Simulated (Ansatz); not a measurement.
# LiF (Griceite) (Fm-3m) in Ansatz: notebook

One crystal, LiF (Griceite), is run at these levels: BPBE, PBE, LDA; tasks: Born charges and dielectric tensor, equation of state.

Program: Ansatz 0.2.0. These are calculated values, not measurements. Logs are shortened: lines on timing, memory, paths and dates and some standing lists are left out, and cuts for length are marked.

**Experimental background.**

A printed reference work, monograph reports, for a bulk crystal of LiF: high-frequency dielectric constant 1.93.

The runs below are set against these values where they give the same quantity.

### Step 1. The structure

The structure is cubic, space group Fm-3m (No. 225). Conventional cell: a = 4.028 Å, b = 4.028 Å, c = 4.028 Å, α = 90.00°, β = 90.00°, γ = 90.00°. Around F (site symmetry m-3m) lie 6 Li at 2.01 Å. Around Li (site symmetry m-3m) lie 6 F at 2.01 Å.

### Step 2. Born charges and dielectric tensor, BPBE (volume scaled by 0.96)

File run.py:

```python
import json

import ase.io
import numpy as np

import ansatz as az

atoms = ase.io.read("POSCAR", format="vasp")

calculation = (
    az.Crystal.from_ase(atoms)
    .calculation()
    .kpoints(11, 11, 11)
    .functional(exchange="b88", correlation="pbe")
    .pseudopotentials(kind="nc")
    .occupations(method="fixed")
    .dielectric(method="response")
    .band_table(publish=True)
)
outcome = calculation.run(threads=2, events_out="events.jsonl")

report = outcome.report
for line in open("events.jsonl"):
    event = json.loads(line)
    if event["event"] == "scf_iter":
        d = event["data"]
        print(f"SCF {d['iter']:3d}  HF = {d['harris_foulkes_ev']:.6f} eV  dr2 = {d['dr2_ev']:.2e} eV")
    elif event["event"] in ("relax_step", "md_step"):
        d = event["data"]
        print(f"{event['event']} {d['step']:3d}  E = {d['lagrangian_ev']:.6f} eV")
np.set_printoptions(precision=5, suppress=True, linewidth=110)
print("converged:", report["converged"], "after", report["n_iterations"], "iterations")
print(f"free energy {report['free_energy_ev']:.6f} eV, Fermi level {report['fermi_energy_ev']:.4f} eV")
for key in ("band_edges_ev", "magnetization_mub", "site_moments_mub", "site_moments_nc_mub", "forces_ev_ang",
                "stress_gpa", "kpoints_frac", "eigenvalues_ev"):
    if report.get(key) is not None:
        print(key, np.array(report[key]), sep="\n")
```

File POSCAR:

```
LiF
1.0
    0.0000000000      1.9867804471      1.9867804471
    1.9867804471      0.0000000000      1.9867804471
    1.9867804471      1.9867804471      0.0000000000
F Li
1 1
Direct
    0.5000000000      0.5000000000      0.5000000000
    0.0000000000      0.0000000000      0.0000000000
```

Potentials or basis: Ansatz NC.

The run is started by

```console
$ python run.py
```

What it wrote:

```text
DeckWarning: basis.ecutwfc = 1320 eV, auto-derived from the records' recommended cutoffs: set by F (normal level)
PlacementWarning: RAYON_NUM_THREADS=2 ignored (pool sized by the plan → 2); use plan(threads=…)
SCF   1  HF = -884.714813 eV  dr2 = 3.55e-01 eV
SCF   2  HF = -884.567997 eV  dr2 = 6.99e-02 eV
SCF   3  HF = -884.554089 eV  dr2 = 1.32e-02 eV
SCF   4  HF = -884.550526 eV  dr2 = 3.31e-04 eV
SCF   5  HF = -884.550874 eV  dr2 = 9.64e-06 eV
SCF   6  HF = -884.550862 eV  dr2 = 5.28e-08 eV
SCF   7  HF = -884.550864 eV  dr2 = 3.42e-10 eV
SCF   8  HF = -884.550864 eV  dr2 = 3.29e-13 eV
converged: True after 8 iterations
free energy -884.550864 eV, Fermi level 1.2024 eV
band_edges_ev
[ 1.20239 10.7224 ]
magnetization_mub
0.0
kpoints_frac
[[ 0.       0.       0.     ]
 [ 0.       0.       0.09091]
 [ 0.       0.       0.18182]
 [ 0.       0.       0.27273]
 [ 0.       0.       0.36364]
 [ 0.       0.       0.45455]
 [ 0.       0.09091  0.09091]
[... 116 lines left out ...]
 [ 0.45455  0.09091 -0.36364]
 [ 0.45455  0.18182 -0.36364]
 [ 0.45455  0.18182 -0.27273]]
eigenvalues_ev
[[-39.62951 -18.88013   1.20239 ...  25.99167  25.99167  25.99167]
 [-39.6241  -18.84597   0.95272 ...  23.2855   24.72147  24.72147]
 [-39.60959 -18.7523    0.33098 ...  20.88078  23.3097   23.3097 ]
 ...
 [-39.54347 -18.14601  -1.59936 ...  16.92245  19.52779  21.52792]
 [-39.54407 -18.16309  -1.36553 ...  16.9828   19.44989  21.28268]
 [-39.54339 -18.16295  -1.09792 ...  16.65746  19.52193  21.13111]]
```

It took 12 s on 2 threads of Arm Neoverse V1, shared host; peak memory 0.58 GiB.

What came out:

| Item | Value |
| --- | --- |
| Free energy | -884.5509 eV |
| Band gap on the k mesh | 9.52 eV, direct |
| Electronic dielectric tensor (diagonal) | 2.06 |
| Born charges (mean of the diagonal) | F -1.05; Li +1.05 e |

Levels at points of the mesh, in eV from the valence-band top:
| k point | band 2 | band 3 | band 4 | band 5 | band 6 | band 7 | band 8 | band 9 |
| --- | --- | --- | --- | --- | --- | --- | --- | --- |
| (0.00, 0.00, 0.00) | -20.08 | 0.00 | 0.00 | 0.00 | 9.52 | 24.79 | 24.79 | 24.79 |

Electronic dielectric tensor:
```
2.06 0.00 0.00
0.00 2.06 0.00
0.00 0.00 2.06
```

Born effective charge tensors (e):
atom 1, F
```
-1.05  0.00  0.00
 0.00 -1.05  0.00
 0.00  0.00 -1.05
```
atom 2, Li
```
1.05 0.00 0.00
0.00 1.05 0.00
0.00 0.00 1.05
```

Caveat: the potentials were made for another functional, which shifts forces and pressure; odd divisions of the mesh miss points on the zone boundary, where band edges often lie, so the gap on the mesh can be too wide.

### Step 3. Born charges and dielectric tensor, BPBE (volume scaled by 0.96)

File input.yaml:

```yaml
crystal:
  lattice:
    - [0.0, 1.9867804471, 1.9867804471]
    - [1.9867804471, 0.0, 1.9867804471]
    - [1.9867804471, 1.9867804471, 0.0]
  atoms:
    - { symbol: F, position: [0.5, 0.5, 0.5] }
    - { symbol: Li, position: [0.0, 0.0, 0.0] }
hamiltonian:
  xc: { exchange: b88, correlation: pbe }
  pseudopotentials: { kind: nc }
kpoints:
  mp_grid: { grid: [11, 11, 11] }
scf:
  occupations: { method: fixed }
output:
  eigenvalues: true
dielectric:
  method: response
```

Potentials or basis: Ansatz NC.

The run is started by

```console
$ ansatz run input.yaml --threads 2 --pin off --max-ram 5120MiB --backend cpu --events-out ev --progress --plain --runs-dir out
```

What it wrote:

```text
Warning: RAYON_NUM_THREADS=2 ignored (pool sized by the plan → 2); use --threads N
Engine: ansatz 0.2.0, aarch64-unknown-linux-gnu
Pseudopotentials: kind: nc
Pseudopotential: F, nc, valence charge 7, recommended cutoff 1320 eV (normal), F.nc.azcp
Pseudopotential: Li, nc, valence charge 3, recommended cutoff 1034.032677 eV (normal), Li.nc.azcp
Functional definition: unnamed
  exchange = b88_x
  correlation = pbe_c
Crystal: 2 atoms, lattice volume = 15.685 Å³
Basis set: ecut = 1320 eV, 1687 PW (Γ), exchange–correlation on 72×72×72 points (8 copies of the dense FFT grid, shifted against one another)
Bands: 9, of which v1, the nominal top of the filled ones, is band 5 counted from 1 (4 counted from 0)
Symmetry: 48 space group operations
k-points: 126 of 1331 (irreducible under 8 space group operations, time reversal used)
Non-local potential: F, projectors of the file, l = 0: 2, l = 1: 2, l = 2: 1
Non-local potential: Li, projectors of the file, l = 0: 2, l = 1: 2
Initial density: superposition of atomic densities (chi_scale 0.1, normalization cell, long waves kept (reshape's long-wave potential 0.00 eV rms))
Initial wavefunctions: pseudopotential atomic-orbital guess
Functional: x = b88, c = pbe(β = 0.06672455060314922)
SCF iter   1: F=—  HF=-884.714813 eV  |F-HF|=—  |Δ(HF+E_count)|=         —  Δρ=7.79e-2  dr2=3.55e-1  ethr=3.10e-3  ⟨swp⟩=4.2  Hψ=7019  notcnv=0  defer=244
preconditioner: auto → none  [insulator: Δε(μ)=8.868 eV  Ē_g=22.665 eV  n_scr=0 (ndim 8)  ℏωp=26.5 eV  f_vac=0.000  ε∞_Penn≈2.4]
SCF iter   2: F=—  HF=-884.567997 eV  |F-HF|=—  |Δ(HF+E_count)|=   1.47e-1  Δρ=3.19e-2  dr2=6.99e-2  ethr=3.10e-3  ⟨swp⟩=2.0  Hψ=2409  notcnv=0  defer=246
SCF iter   3: F=—  HF=-884.554089 eV  |F-HF|=—  |Δ(HF+E_count)|=   1.39e-2  Δρ=1.36e-2  dr2=1.32e-2  ethr=6.99e-4  ⟨swp⟩=2.1  Hψ=2033  notcnv=0  defer=246
SCF iter   4: F=—  HF=-884.550526 eV  |F-HF|=—  |Δ(HF+E_count)|=   3.56e-3  Δρ=2.74e-3  dr2=3.31e-4  ethr=1.32e-4  ⟨swp⟩=2.4  Hψ=1804  notcnv=0  defer=250
SCF iter   5: F=—  HF=-884.550874 eV  |F-HF|=—  |Δ(HF+E_count)|=   3.48e-4  Δρ=4.52e-4  dr2=9.64e-6  ethr=3.31e-6  ⟨swp⟩=2.2  Hψ=1916  notcnv=0  defer=250
SCF iter   6: F=—  HF=-884.550862 eV  |F-HF|=—  |Δ(HF+E_count)|=   1.17e-5  Δρ=3.91e-5  dr2=5.28e-8  ethr=9.64e-8  ⟨swp⟩=2.7  Hψ=1747  notcnv=0  defer=245
SCF iter   7: F=—  HF=-884.550864 eV  |F-HF|=—  |Δ(HF+E_count)|=   1.61e-6  Δρ=2.70e-6  dr2=3.42e-10  ethr=5.28e-10  ⟨swp⟩=2.4  Hψ=1713  notcnv=0
SCF iter   8: F=-884.550864 eV  HF=-884.550864 eV  |F-HF|=1.02e-12  |Δ(HF+E_count)|=  3.65e-10  Δρ=9.68e-8  dr2=3.29e-13  ethr=1.00e-12  ⟨swp⟩=5.0  Hψ=4895  notcnv=0
SCF 1 converged in 8 iterations: F = -884.550864 eV  dr2 = 3.29e-13
NSCF: frozen V_eff on 5 k-points
DFPT response loops at Γ: preconditioner auto → none (the input reference at scf.mixing.eps_inf says where Resta's filter doesn't serve); β = 0.50; Broyden in place of MSR1
SCF converged after 8 iterations
Free energy (F): -884.550864 eV
Harris-Foulkes:  -884.550864 eV  (|F-HF|=1.02e-12)
Internal energy: -884.550864 eV  (E = F + TS)
E sigma→0 (E₀):  -884.550864 eV
Fermi energy:    1.202389 eV
--- Per-component energies (eV) ---
  E_band       = -116.042662
  E_kinetic    = 626.324778
  E_local      = -736.606166  (includes V_loc(G=0)·N_el)
  E_nonlocal   = -229.908258
  E_hartree    = 230.167597
  E_xc         = -209.766267
  E_vxc        = -236.188201  (∫ρ·V_xc dr)
  E_ewald      = -564.762548
  E_smearing   = -0.000000  (= −TS)
  E_closure    = -0.000000  (closes the sum)
  Σ components = -884.550864   (vs F -884.550864, Δ=0.00e0)
--- Band table (eV; the first three rows and the last of 126) ---
  k-point 0: bands = ["-39.6295", "-18.8801", "1.2024", "1.2024", "1.2024", "10.7224", "25.9917", "25.9917", "25.9917"]
  k-point 1: bands = ["-39.6241", "-18.8460", "0.9527", "1.1819", "1.1819", "10.9690", "23.2855", "24.7215", "24.7215"]
  k-point 2: bands = ["-39.6096", "-18.7523", "0.3310", "1.1281", "1.1281", "11.5432", "20.8808", "23.3097", "23.3097"]
  k-point 125: bands = ["-39.5434", "-18.1630", "-1.0979", "-0.8293", "0.3940", "16.4565", "16.6575", "19.5219", "21.1311"]
--- Dielectric response (ions clamped): 1 representative field direction + reference, on 126 of 1331 k-points (Σ response iterations 6) ---
  k mesh reduced under 8 symmetry operations, with k and −k counted as one. Each operation leaves every solved perturbation unchanged. A smaller set is not considered because the run solves the response to a homogeneous field
  ε∞ (high-frequency dielectric tensor):
        2.059000    -0.000000    -0.000000
       -0.000000     2.059000    -0.000000
        0.000000     0.000000     2.059000
  Born effective charges Z* (e; rows j = field, columns β = displacement):
    site 0:
        -1.04688   -0.00000   -0.00000
         0.00000   -1.04688    0.00000
         0.00000    0.00000   -1.04688
    site 1:
         1.04688    0.00000    0.00000
        -0.00000    1.04688    0.00000
         0.00000   -0.00000    1.04688
  Z* charge neutrality: 3.478e-5 e pre-enforcement
  k-mesh period / interband length: 30.9 Å / 0.76 Å = 40.84 at k = (0.0000, 0.0000, 0.4545), direct gap 11.369 eV — 14 or more, which is no proof of convergence
```

Wall time 11 s (2 threads of Arm Neoverse V1, shared host); peak memory 0.45 GiB.

What came out:

| Quantity | Value |
| --- | --- |
| Free energy | -884.5509 eV |
| Band gap on the k mesh | 9.52 eV, direct |
| Electronic dielectric tensor (diagonal) | 2.06 |
| Born charges (mean of the diagonal) | F -1.05; Li +1.05 e |

Levels at points of the mesh, in eV from the valence-band top:
| k point | band 1 | band 2 | band 3 | band 4 | band 5 | band 6 | band 7 | band 8 | band 9 |
| --- | --- | --- | --- | --- | --- | --- | --- | --- | --- |
| (0.00, 0.00, 0.00) | -40.83 | -20.08 | 0.00 | 0.00 | 0.00 | 9.52 | 24.79 | 24.79 | 24.79 |

Electronic dielectric tensor:
```
2.06 0.00 0.00
0.00 2.06 0.00
0.00 0.00 2.06
```

Born effective charge tensors (e):
atom 1, F
```
-1.05  0.00  0.00
 0.00 -1.05  0.00
 0.00  0.00 -1.05
```
atom 2, Li
```
1.05 0.00 0.00
0.00 1.05 0.00
0.00 0.00 1.05
```

Caveat: the potentials were made for another functional, which shifts forces and pressure; odd divisions of the mesh miss points on the zone boundary, where band edges often lie, so the gap on the mesh can be too wide. A k mesh can miss the band edges.

### Step 4. Equation of state, PBE

File run.py:

```python
import json

import ase.io
import numpy as np
from ase.calculators.calculator import CalculationFailed, Calculator
from ase.stress import full_3x3_to_voigt_6_stress
from ase.units import GPa
from ase.eos import EquationOfState

import ansatz as az

class AnsatzCalculator(Calculator):
    implemented_properties = ["energy", "free_energy", "forces", "stress", "magmom"]

    def calculate(self, atoms, properties, system_changes):
        super().calculate(atoms, properties, system_changes)
        structure = atoms.copy()
        structure.set_constraint()
        structure.set_momenta(None)
        structure.set_masses(None)
        outcome = (
            az.Crystal.from_ase(structure)
            .calculation()
            .basis(xc_grid=2)
            .kpoints(11, 11, 11)
            .functional("pbe")
            .pseudopotentials(kind="nc", accuracy="standard")
            .scf(tolerance=2e-10)
            .occupations(method="fixed")
            .forces()
            .stress()
            .run(threads=2)
        )
        if not outcome.report["converged"]:
            raise CalculationFailed("SCF not converged")
        report = outcome.report
        self.results = {
            "free_energy": report["lagrangian_ev"],
            "energy": report["lagrangian_ev"],
            "forces": np.array(report["forces_ev_ang"]),
            "stress": -GPa * full_3x3_to_voigt_6_stress(report["stress_gpa"]),
            "magmom": report["magnetization_mub"],
        }

np.set_printoptions(precision=5, suppress=True, linewidth=110)
atoms = ase.io.read("POSCAR", format="vasp")
atoms.calc = AnsatzCalculator()
cell = atoms.cell.copy()
volumes, energies = [], []
for x in (0.94, 0.96, 0.98, 1.0, 1.02, 1.04, 1.06):
    atoms.set_cell(cell * x ** (1 / 3), scale_atoms=True)
    volumes.append(atoms.get_volume() / len(atoms))
    energies.append(atoms.get_potential_energy() / len(atoms))
    print(f"x {x:.2f}  V = {volumes[-1]:.4f} A^3/atom  E = {energies[-1]:.6f} eV/atom  P = {-atoms.get_stress()[:3].mean() / GPa:.3f} GPa")
v0, e0, b0 = EquationOfState(volumes, energies, eos="birchmurnaghan").fit()
print(f"V0 = {v0:.4f} A^3/atom, E0 = {e0:.6f} eV/atom, B0 = {b0 / GPa:.2f} GPa")
```

File POSCAR:

```
LiF
1.0
    0.0000000000      2.0140000000      2.0140000000
    2.0140000000      0.0000000000      2.0140000000
    2.0140000000      2.0140000000      0.0000000000
F Li
1 1
Direct
    0.5000000000      0.5000000000      0.5000000000
    0.0000000000      0.0000000000      0.0000000000
```

Potentials or basis: PseudoDojo standard.

The run is started by

```console
$ python run.py
```

It took 8 s on 2 threads of Arm Neoverse V1, shared host; peak memory 0.42 GiB.

The run converged. Its results:

```
Equilibrium volume                      : 8.37 Å³/atom
Bulk modulus                            : 68 GPa
Pressure derivative of the bulk modulus : 4.2
```

Energy against volume, from the lowest point:
```csv
volume (Å³/atom),energy (meV/atom)
7.679,14.09
7.842,7.94
8.006,3.66
8.169,1.06
8.333,0.00
8.496,0.31
8.659,1.88
```

PBE usually gives volumes a little too large and moduli too small. Zero-point motion and thermal expansion aren't in these numbers.

(Continued in part 2 of 2.)
